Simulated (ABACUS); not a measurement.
# GaAs: equation of state with LDA

GaAs:

```
As Ga
1.0
     0.00000    2.82685    2.82685
     2.82685    0.00000    2.82685
     2.82685    2.82685    0.00000
As Ga
1 1
Cartesian
  4.2403 4.2403 4.2403
  0.0000 0.0000 0.0000
```

```
Program                                       : ABACUS 3.10.1
Task                                          : equation of state
Functional                                    : LDA
Potentials or basis                           : PseudoDojo NC SR 0.4.1 LDA standard
Cutoff                                        : 1361 eV
Density cutoff                                : 5442 eV
Basis                                         : DZP LCAO (the cutoffs set its grid)
k mesh                                        : 7 × 7 × 7
Occupations                                   : fermi-dirac, width 0.05 eV
Spin                                          : no spin polarisation
Orbital files                                 : As As_confined-atom_7au_2s2p2d.orb, Ga Ga_confined-atom_8au_2s2p2d.orb
Radial cutoff of the potentials (pseudo_rcut) : 10 bohr
SCF threshold on the density                  : 1e-07
Max SCF steps                                 : 100
Eigensolver                                   : genelpa
Mixing                                        : broyden
Mixing share                                  : 0.7
Symmetry key                                  : 1
Bands                                         : 18
```

```
Equilibrium volume                      : 22.36 Å³/atom
Bulk modulus                            : 74 GPa
Pressure derivative of the bulk modulus : 5.2 (rough: it moves with the points fitted)
```

Energy against volume, from the lowest point:
```csv
volume (Å³/atom),energy (meV/atom)
21.234,14.22
22.138,0.00
23.041,3.94
23.945,22.00
```

All runs of the series together: 12 s on 4 threads of Intel(R) Xeon(R) 6975P-C (Granite Rapids), on a shared host.

Caveat: the atomic orbitals were generated for these runs and aren't a published set; the basis of atomic orbitals isn't converged, which shifts pressures, moduli and gaps. Zero-point motion and thermal expansion aren't in these numbers.
